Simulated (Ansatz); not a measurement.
## Co, one cell by several methods

```
Co
1.0
     2.48496    0.00000    0.00000
    -1.24248    2.15204    0.00000
     0.00000    0.00000    4.03571
Co
2
Direct
  0.33333 0.66667 0.25000
  0.66667 0.33333 0.75000
```

Atoms are numbered in the order listed.

The cell comes from COD entry 9011615, which wasn't checked; take it as a given geometry. It differs from other determinations. The listed cell was then made from it by scaling, straining or moving an atom.

Levels of theory: DFT, PBE, PAW with Ansatz's default frozen-core files, scalar-relativistic (Ansatz 0.2.0); DFT, PBE, all-electron PAW with datasets made for the crystal, scalar-relativistic (Ansatz 0.2.0); DFT, PBE, all-electron LAPW, scalar-relativistic (Ansatz 0.2.0).

For PAW: a Γ-centred 19×19×10 k mesh, Fermi–Dirac smearing of 0.05 eV, cutoff 420 eV, spin-polarised from start moments Co1 2, Co2 2 μB. The crystal-made all-electron datasets (AE datasets) take a cutoff of 320 eV at this cell. LAPW targets a basis error of 0.5 meV/atom. The Ansatz runs share mesh, smearing and spin set-up. Plane-wave (PAW) pressures include the program's estimate of the Pulay term.

Stress and pressure are positive in compression.

The change that made this cell: volume scaled by 0.96.

| method | moment of the cell (μB) | site moments (μB) | symmetry operations kept | pressure (GPa) |
| --- | --- | --- | --- | --- |
| PAW | 3.22 | Co1 1.69 | 24 | 1.44 |
| AE datasets | 3.22 | Co1 1.69 | 24 | 1.34 |
| LAPW | 3.22 | Co1 1.67 | 24 | 1.34 |

Problem. Can the differences be read as the error of the PAW files?

Solution. Yes, as far as these numbers show: moments and symmetry agree, so the runs reached one state, and PAW's pressure is off by +0.10 GPa.
